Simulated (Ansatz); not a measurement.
# armchair graphene nanoribbon (N = 9, H edges): bands under strain, part 3 of 3

Wanted: the relaxed geometry and the bands of the armchair graphene nanoribbon (N = 9, H edges).

Ansatz 0.2.0; DFT PBE, plane waves, PAW; relaxation of a wire's period (the session's first sound run).

So far, band gap (eV): step 3 (the wire at its relaxed period) 0.781; step 4 (relaxing the atoms, period over the relaxed period 0.96, k-mesh …) 0.369; step 5 (relaxing the atoms, period over the relaxed period 0.98, k-mesh …) 0.586.

## 6. Strain along the wire, period over the relaxed period 1.02, k-mesh 1×1×14

Level of this step: DFT PBE, plane waves, PAW; relaxation at a fixed period (Ansatz).

The period is set to 1.02 times the relaxed one and the atoms relax within it: strain changes bond lengths and angles, which shifts the bands against each other. Against the first PBE run of this kind, the mesh along the wire has 14 points against 19.

The cell differs from the one that the last finished run ended in (c 4.211 → 4.383 Å).

input.yaml reads:

```yaml
crystal:
  lattice:
    - [18.691, 0.0, 0.0]
    - [0.0, 7.0, 0.0]
    - [0.0, 0.0, 4.3830994031]
  atoms:
    - { symbol: C, position: [0.237911529, 0.5, 0.006904377] }
    - { symbol: C, position: [0.367996269, 0.5, 8.5534e-05] }
    - { symbol: C, position: [0.5, 0.5, 0.99933294] }
    - { symbol: C, position: [0.632003731, 0.5, 8.5534e-05] }
    - { symbol: C, position: [0.762088471, 0.5, 0.006904377] }
    - { symbol: C, position: [0.237911529, 0.5, 0.326428956] }
    - { symbol: C, position: [0.367996269, 0.5, 0.333247799] }
    - { symbol: C, position: [0.5, 0.5, 0.334000393] }
    - { symbol: C, position: [0.632003731, 0.5, 0.333247799] }
    - { symbol: C, position: [0.762088471, 0.5, 0.326428956] }
    - { symbol: H, position: [0.186617778, 0.5, 0.445959713] }
    - { symbol: H, position: [0.813382222, 0.5, 0.445959713] }
    - { symbol: C, position: [0.302219874, 0.5, 0.498676427] }
    - { symbol: C, position: [0.434274223, 0.5, 0.500610684] }
    - { symbol: C, position: [0.565725777, 0.5, 0.500610684] }
    - { symbol: C, position: [0.697780126, 0.5, 0.498676427] }
    - { symbol: C, position: [0.302219874, 0.5, 0.834656907] }
    - { symbol: C, position: [0.434274223, 0.5, 0.832722649] }
    - { symbol: C, position: [0.565725777, 0.5, 0.832722649] }
    - { symbol: C, position: [0.697780126, 0.5, 0.834656907] }
    - { symbol: H, position: [0.186617778, 0.5, 0.887373621] }
    - { symbol: H, position: [0.813382222, 0.5, 0.887373621] }
kpoints:
  mp_grid: { grid: [1, 1, 14] }
  band_path: { path: ["Γ", Z], npoints: 90 }
scf:
  occupations: { method: fermi_dirac, width: 0.05 }
hamiltonian:
  xc: pbe
relax:
  max_steps: 40
  f_tol: 0.02
output:
  stress: true
```

Command:

```
$ ansatz run input.yaml --threads 4 --pin off --max-ram 16384MiB --backend cpu --events-out ev --progress --plain --runs-dir out
```

Numbers of over 12 decimals in the logs are rounded to 6 here.

Log:

```text
[...]
Crystal: 22 atoms, lattice volume = 573.472 Å³
Basis set: ecut = 420 eV, 11243 PW (Γ), exchange–correlation on 250×96×60 points (8 copies of the dense FFT grid, shifted against one another)
Bands: 60, of which v1, the nominal top of the filled ones, is band 38 counted from 1 (37 counted from 0)
Symmetry: 8 space group operations
[...]
- { symbol: H, position: [0.812659, 0.500000, 0.439535] }
[...]
- { symbol: C, position: [0.302777, 0.500000, 0.834262] }
    - { symbol: C, position: [0.434491, 0.500000, 0.832229] }
    - { symbol: C, position: [0.565509, 0.500000, 0.832229] }
    - { symbol: C, position: [0.697223, 0.500000, 0.834262] }
    - { symbol: H, position: [0.187341, 0.500000, 0.893799] }
    - { symbol: H, position: [0.812659, 0.500000, 0.893799] }
[key lines of the parts left out:]
SCF converged after 4 iterations
Free energy (F): -4579.998495 eV
Fermi energy:    -0.811107 eV
P = ⅓ Tr σ = -1.6553 GPa (-16.553 kbar)
```

Wall time 45 s (4 threads of Arm Neoverse V1, shared host); peak memory 2 GiB.

Relaxation path:

| step | energy less that of the first step (eV) | largest force component (eV/Å) |
| --- | --- | --- |
| 1 | 0.0000 | 0.5868 |
| 2 | -0.0239 | 0.1836 |
| 3 | -0.0263 | 0.0290 |
| 4 | -0.0263 | 0.0148 |

The run keeps the 8 symmetry operations that it works with, so distortions that break them were not tested.

The atoms that moved most (Å):

| atom | dx | dy | dz | length |
| --- | --- | --- | --- | --- |
| H11 | 0.014 | 0.000 | -0.028 | 0.031 |
| H12 | -0.014 | 0.000 | -0.028 | 0.031 |
| H21 | 0.014 | 0.000 | 0.028 | 0.031 |
| H22 | -0.014 | 0.000 | 0.028 | 0.031 |
| C5 | -0.020 | 0.000 | 0.008 | 0.022 |
| C1 | 0.020 | 0.000 | 0.008 | 0.022 |
| C10 | -0.020 | 0.000 | -0.008 | 0.022 |
| C6 | 0.020 | 0.000 | -0.008 | 0.022 |

The relaxed structure:

```xyz
22
Lattice="18.6910 0.0000 0.0000 0.0000 7.0000 0.0000 0.0000 0.0000 4.3831" Properties=species:S:1:pos:R:3
C     4.4670    3.5000    0.0385
C     6.8856    3.5000    0.0024
C     9.3455    3.5000    4.3811
C    11.8054    3.5000    0.0024
C    14.2240    3.5000    0.0385
C     4.4670    3.5000    1.4225
C     6.8856    3.5000    1.4587
C     9.3455    3.5000    1.4630
C    11.8054    3.5000    1.4587
C    14.2240    3.5000    1.4225
H     3.5016    3.5000    1.9265
H    15.1894    3.5000    1.9265
C     5.6592    3.5000    2.1875
C     8.1211    3.5000    2.1964
C    10.5699    3.5000    2.1964
C    13.0318    3.5000    2.1875
C     5.6592    3.5000    3.6567
C     8.1211    3.5000    3.6477
C    10.5699    3.5000    3.6477
C    13.0318    3.5000    3.6567
H     3.5016    3.5000    3.9176
H    15.1894    3.5000    3.9176
```

The gap is 0.980 eV, against 0.781 eV under PBE at the relaxed period.

## 7. Strain along the wire, period over the relaxed period 1.04, k-mesh 1×1×14

The period is set to 1.04 times the relaxed one and the atoms relax within it: strain changes bond lengths and angles, which shifts the bands against each other. Against the first PBE run of this kind, the mesh along the wire has 14 points against 19.

The cell differs from the one that the last finished run ended in (c 4.383 → 4.469 Å).

Edit input.yaml of step 6 so:

```diff
@@ -4,3 +4,3 @@
     - [0.0, 7.0, 0.0]
-    - [0.0, 0.0, 4.3830994031]
+    - [0.0, 0.0, 4.4690425287]
   atoms:
```

Log:

```text
[...]
Crystal: 22 atoms, lattice volume = 584.716 Å³
Basis set: ecut = 420 eV, 11427 PW (Γ), exchange–correlation on 250×96×60 points (8 copies of the dense FFT grid, shifted against one another)
Bands: 60, of which v1, the nominal top of the filled ones, is band 38 counted from 1 (37 counted from 0)
Symmetry: 8 space group operations
[...]
- { symbol: H, position: [0.187999, 0.5, 0.433194] }
    - { symbol: H, position: [0.812001, 0.5, 0.433194] }
[...]
- { symbol: C, position: [0.303248, 0.5, 0.834112] }
    - { symbol: C, position: [0.434664, 0.5, 0.831955] }
    - { symbol: C, position: [0.565336, 0.5, 0.831955] }
    - { symbol: C, position: [0.696752, 0.5, 0.834112] }
    - { symbol: H, position: [0.187999, 0.5, 0.900139] }
    - { symbol: H, position: [0.812001, 0.5, 0.900139] }
[key lines of the parts left out:]
SCF converged after 4 iterations
Free energy (F): -4579.481261 eV
Fermi energy:    -0.932900 eV
P = ⅓ Tr σ = -3.1598 GPa (-31.598 kbar)
```

Wall time 51 s (4 threads); peak memory 2 GiB.

Relaxation path:

| step | energy less that of the first step (eV) | largest force component (eV/Å) |
| --- | --- | --- |
| 1 | 0.0000 | 1.0313 |
| 2 | -0.0886 | 0.3484 |
| 3 | -0.0972 | 0.0504 |
| 4 | -0.0972 | 0.0250 |
| 5 | -0.0973 | 0.0018 |

Forces are held to the 8 operations that the run works with; a distortion that breaks them can't arise in this run.

The atoms that moved most (Å):

| atom | dx | dy | dz | length |
| --- | --- | --- | --- | --- |
| H11 | 0.026 | 0.000 | -0.057 | 0.063 |
| H12 | -0.026 | 0.000 | -0.057 | 0.063 |
| H21 | 0.026 | 0.000 | 0.057 | 0.063 |
| H22 | -0.026 | 0.000 | 0.057 | 0.063 |
| C1 | 0.039 | 0.000 | 0.017 | 0.043 |
| C5 | -0.039 | 0.000 | 0.017 | 0.043 |
| C6 | 0.039 | 0.000 | -0.017 | 0.043 |
| C10 | -0.039 | 0.000 | -0.017 | 0.043 |

Final coordinates:

```xyz
22
Lattice="18.6910 0.0000 0.0000 0.0000 7.0000 0.0000 0.0000 0.0000 4.4690" Properties=species:S:1:pos:R:3
C     4.4858    3.5000    0.0479
C     6.8921    3.5000    0.0032
C     9.3455    3.5000    4.4672
C    11.7989    3.5000    0.0032
C    14.2052    3.5000    0.0479
C     4.4858    3.5000    1.4418
C     6.8921    3.5000    1.4865
C     9.3455    3.5000    1.4915
C    11.7989    3.5000    1.4865
C    14.2052    3.5000    1.4418
H     3.5139    3.5000    1.9360
H    15.1771    3.5000    1.9360
C     5.6680    3.5000    2.2310
C     8.1243    3.5000    2.2407
C    10.5667    3.5000    2.2407
C    13.0230    3.5000    2.2310
C     5.6680    3.5000    3.7277
C     8.1243    3.5000    3.7180
C    10.5667    3.5000    3.7180
C    13.0230    3.5000    3.7277
H     3.5139    3.5000    4.0228
H    15.1771    3.5000    4.0228
```

The gap is 1.17 eV, against 0.781 eV under PBE at the relaxed period.

## 8. Strain along the wire, period over the relaxed period 1.06, k-mesh 1×1×14

The period is set to 1.06 times the relaxed one and the atoms relax within it: strain changes bond lengths and angles, which shifts the bands against each other. Against the first PBE run of this kind, the mesh along the wire has 14 points against 19.

The cell differs from the one that the last finished run ended in (c 4.469 → 4.555 Å).

Edit input.yaml of step 7 so:

```diff
@@ -4,3 +4,3 @@
     - [0.0, 7.0, 0.0]
-    - [0.0, 0.0, 4.4690425287]
+    - [0.0, 0.0, 4.5549856542]
   atoms:
```

Log:

```text
[...]
Crystal: 22 atoms, lattice volume = 595.961 Å³
Basis set: ecut = 420 eV, 11659 PW (Γ), exchange–correlation on 250×96×64 points (8 copies of the dense FFT grid, shifted against one another)
Bands: 60, of which v1, the nominal top of the filled ones, is band 38 counted from 1 (37 counted from 0)
Symmetry: 8 space group operations
[...]
- { symbol: H, position: [0.811497, 0.500000, 0.426721] }
[...]
- { symbol: C, position: [0.303609, 0.500000, 0.834217] }
    - { symbol: C, position: [0.434804, 0.500000, 0.831919] }
    - { symbol: C, position: [0.565196, 0.500000, 0.831919] }
    - { symbol: C, position: [0.696391, 0.500000, 0.834217] }
    - { symbol: H, position: [0.188503, 0.500000, 0.906612] }
    - { symbol: H, position: [0.811497, 0.500000, 0.906612] }
[key lines of the parts left out:]
SCF converged after 4 iterations
Free energy (F): -4578.663242 eV
Fermi energy:    -1.033589 eV
P = ⅓ Tr σ = -4.5025 GPa (-45.025 kbar)
```

Elapsed: 54 s, on 4 threads; peak memory 2 GiB; 3.5 min of CPU time.

The gap is 1.36 eV, against 0.781 eV under PBE at the relaxed period.

## 9. Comparing the runs

Times are for 4 threads of Arm Neoverse V1, shared host. The series side by side:

| no. | period over the relaxed period | k-mesh | free energy less the lowest (eV) | pressure (GPa) | band gap (eV) | time | memory (GiB) |
| --- | --- | --- | --- | --- | --- | --- | --- |
| 1 | 0.96 | 1×1×15 | 0.6206 | 3.970 | 0.3688 | 45 s | 1.9 |
| 2 | 0.98 | 1×1×15 | 0.01361 | 1.913 | 0.5860 | 44 s | 1.9 |
| 3 | 1.02 | 1×1×14 | 0 | -1.655 | 0.9796 | 45 s | 2.0 |
| 4 | 1.04 | 1×1×14 | 0.5172 | -3.160 | 1.171 | 51 s | 2.0 |
| 5 | 1.06 | 1×1×14 | 1.335 | -4.503 | 1.360 | 54 s | 2.0 |

## 10. Summary of results

```yaml
cell_length_pbe: 4.297 Å
gap_pbe: 0.781 eV
gap_period_scaled_by_0p96: 0.369 eV
gap_period_scaled_by_0p98: 0.586 eV
gap_period_scaled_by_1p02: 0.980 eV
gap_period_scaled_by_1p04: 1.17 eV
gap_period_scaled_by_1p06: 1.36 eV
```

What this shows: Under PBE the cell's length is 4.30 Å, and a gap of 0.78 eV makes it a semiconductor. Strain matters: under PBE the gap goes from 0.78 eV to 0.369 eV at 0.96 times the period, 0.586 eV at 0.98 times the period, 0.980 eV at 1.02 times the period, 1.17 eV at 1.04 times the period and 1.36 eV at 1.06 times the period.

[Logs are printed without paths, hosts, clocks, repeated set-up lines and the standing remarks that a program may print on its own settings, such as how far it seeks lower states.]

[Hosts, paths, dates, database ids (printed as entryN), source tags and the programs' standing remarks are cut or masked in the printed files.]
